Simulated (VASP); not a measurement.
Set up this calculation in VASP 6.6.1, as the native input.

```
Task                   : single point
Functional             : PBEsol
Potentials or basis    : VASP PAW PBE potentials, release 64 (Ti_sv, B)
Cutoff                 : 700 eV
k mesh                 : 15 × 15 × 14
Occupations            : gaussian, width 0.1 eV
Spin                   : no spin polarisation
Further INCAR settings : ALGO = Fast; EDIFF = 1e-07
```

The structure of TiB2 lies in POSCAR:

```
TiB2
1.0
    3.0188200000      0.0000000000      0.0000000000
   -1.5094100000      2.6143700000      0.0000000000
    0.0000000000      0.0000000000      3.1854700000
Ti B
1 2
Direct
    0.0000000000      1.0000000000      0.0000000000
    0.3333300000      0.6666700000      0.5000000000
    0.6666700000      0.3333300000      0.5000000000
```

The cell is a database's computed one.

These files were run (other wordings do the same):

INCAR

```
SYSTEM = TiB2
ALGO = Fast
EDIFF = 1E-7
ENCUT = 700
GGA = PS
ISIF = 2
ISMEAR = 0
LASPH = .True.
LCHARG = .False.
LREAL = .False.
LWAVE = .False.
NELM = 80
PREC = Accurate
SIGMA = 0.1
```

KPOINTS

```
k-points
0
Gamma
  15 15 14
  0 0 0
```

Potentials or basis: VASP PAW PBE potentials, release 64 (Ti_sv, B).

Command:

```bash
$ cat potpaw_PBE.64/Ti_sv/POTCAR potpaw_PBE.64/B/POTCAR > POTCAR
$ mpirun -np 1 vasp_std > vasp.out
```

It gave:

```
Pressure               : 0.1 GPa
Band gap on the k mesh : none (metal or under the smearing width)
```

Caveat: the PAW data sets were made with another functional, which shifts forces and pressure a little.

Run time: 13 min on 1 thread of Intel(R) Xeon(R) Platinum 8488C (Sapphire Rapids), with other jobs on the host, peak memory 0.41 GiB.
